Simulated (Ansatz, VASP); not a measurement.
# Two plane-wave programs on KF

```
K F
1.0
     3.17887    0.00000    0.00000
     0.00000    3.17887    0.00000
     0.00000    0.00000    3.11434
K F
1 1
Direct
  0.00000 0.00000 0.00000
  0.50000 0.50000 0.50000
```

Change from the starting cell: uniaxial_z strain -2.0%.

Alike in both runs: task single point; functional PBE; k mesh 8 × 8 × 8; occupations fermi-dirac, width 0.02 eV; no spin polarisation.

|  | VASP | Ansatz |
| --- | --- | --- |
| version | VASP 6.6.1 | Ansatz 0.2.0 |
| potentials or method | VASP PAW PBE potentials, release 64 (K_sv, F) | plane waves, PAW |
| plane-wave cutoff (eV) | 520 | 420 |
| valence electrons in the cell | 16 | 16 |

|  | VASP | Ansatz | Ansatz less VASP |
| --- | --- | --- | --- |
| gap on the k mesh at the Fermi level (eV) | 6.90 | 6.92 | +0.020 |
| pressure (GPa) | 4.0 | 3.9 | -0.08 |
| largest component of the traceless stress (GPa) | 1.31 | 1.30 | -0.002 |

A k mesh can miss the band edges.
